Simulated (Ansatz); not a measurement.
# Deforming MgS

```
CELL_PARAMETERS angstrom
0.00000 2.60165 2.60165
2.60165 0.00000 2.60165
2.60165 2.60165 0.00000
ATOMIC_POSITIONS crystal
Mg 0.00000 0.00000 0.00000
S 0.50000 0.50000 0.50000
```

Atoms are numbered in the order listed.

The cell is COD entry 9008672, as deposited and not checked against the literature; nothing was relaxed.

The calculation used DFT, PBE, all-electron LAPW, scalar-relativistic (Ansatz 0.2.0).

The runs use a Γ-centred 10×10×10 k mesh, Fermi–Dirac smearing of 0.03 eV, basis error target 0.25 meV/atom, no spin polarisation.

The unchanged cell is at 1.15 GPa, so energy changes include a term −P ΔV where the volume moves.

Semilocal functionals give too small gaps.

x, y and z are the Cartesian axes of the cell as listed; fractional coordinates follow a strain, and an engineering shear is twice the off-diagonal strain component.

**Question.** One change gave: energy change +13 meV/atom; stress change (xx, yy, zz, yz, xz, xy) 2.47, 2.47, -3.33, 0.00, 0.00, 0.00 GPa, compression positive; gap on the k mesh 2.79 → 2.57 eV. Which change was it?
A. atom 1 (Mg) moved by (0.0693, 0.0693, 0.0693) Å
B. z strained by +4 % at fixed volume
C. x and y strained by -3 %, z held

**Answer.** B. For x and y strained by -3 %, z held: energy change +29 meV/atom; stress change (xx, yy, zz, yz, xz, xy) 7.01, 7.01, 2.73, 0.00, 0.00, 0.00 GPa, compression positive; gap on the k mesh 2.79 → 2.78 eV. For atom 1 (Mg) moved by (0.0693, 0.0693, 0.0693) Å: energy change +10 meV/atom; stress change (xx, yy, zz, yz, xz, xy) 0.48, 0.48, 0.48, -0.07, -0.07, -0.07 GPa, compression positive; change of the force on Mg1 (-0.194, -0.194, -0.194) eV/Å; gap on the k mesh 2.79 → 2.78 eV.

**Question.** What force constant does this one finite step give for Mg1 along its displacement (all its periodic images move with it)?

**Answer.** k = −ΔF·u/|u|² = 2.81 eV/Å², so the force pulls the atom back.
